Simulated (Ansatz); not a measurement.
RbBr:

```
CELL_PARAMETERS angstrom
4.12608 0.00000 0.00000
0.00000 4.12608 0.00000
0.00000 0.00000 4.12608
ATOMIC_POSITIONS crystal
Rb 0.00000 0.00000 0.00000
Br 0.50000 0.50000 0.50000
```

The cell comes from a database or a generator and needn't be the stable form of this composition.

Base run:

* Program: Ansatz 0.2.0
* Functional: HSE06 form with a typed share of exact exchange
* Potentials or basis: Ansatz PAW
* Cutoff: 420 eV (not typed: the program's choice for these potentials)
* k mesh: 4 × 4 × 4
* Occupations: fermi-dirac, width 0.05 eV
* Spin: no spin polarisation

Its results: band gap on the k mesh 4.32 eV, indirect (least direct gap 4.47 eV); pressure 0.8 GPa.

Question: The run is repeated on the same cell with these changes: share of exact exchange from 0.05 to 0.2. What comes out?

Answer: Band gap on the k mesh 5.04 eV, indirect (least direct gap 5.20 eV); pressure 0.5 GPa.

Caveats: the PAW data sets come from PBE, with cores solved anew for the run's functional, which leaves a small shift of forces and pressure; the thresholds are loose for stress.

A k mesh can miss the band edges.
